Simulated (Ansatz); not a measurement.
(100) slab cut from the bulk of ZnS, F-43m (No. 216); the slab's formula is ZnS:

```xyz
10
Lattice="3.7876 0.0000 0.0000 0.0000 3.7876 0.0000 0.0000 0.0000 27.0522" Properties=species:S:1:pos:R:3 pbc="T T T"
S     0.0000    1.8938    7.5000
Zn    1.8938    1.8938    8.8391
S     1.8938    0.0000   10.1783
Zn    0.0000    0.0000   11.5174
S     0.0000    1.8938   12.8565
Zn    1.8938    1.8938   14.1956
S     1.8938    0.0000   15.5348
Zn    0.0000    0.0000   16.8739
S     0.0000    1.8938   18.2130
Zn    1.8938    1.8938   19.5522
```

These are results of Ansatz, DFT PBEsol, scalar-relativistic, plane waves, PAW, not measurements. Cutoff 420 eV; k points 7×7×1 on the computed 10-atom cell (Γ-centred); Gaussian smearing, width 0.05 eV; no spin polarisation. A dipole correction removes the field between periodic images along c.

Task: What forces act on the atoms?

Result:
| atom | Fx (eV/Å) | Fy (eV/Å) | Fz (eV/Å) |
| --- | --- | --- | --- |
| S1 | 0.000 | 0.000 | 0.329 |
| Zn2 | 0.000 | 0.000 | -0.594 |
| S3 | 0.000 | 0.000 | 0.462 |
| Zn4 | 0.000 | 0.000 | -0.363 |
| S5 | 0.000 | 0.000 | 0.334 |
| Zn6 | 0.000 | 0.000 | -0.338 |
| S7 | 0.000 | 0.000 | 0.289 |
| Zn8 | 0.000 | 0.000 | -0.407 |
| S9 | 0.000 | 0.000 | 0.252 |
| Zn10 | 0.000 | 0.000 | 0.034 |

Spin polarisation was left out, and a magnetic state may lie lower.

Cost: 1 run of about 0.95 core-minutes, on Intel Xeon Platinum 8259CL (Skylake/Cascade Lake) (shared hosts).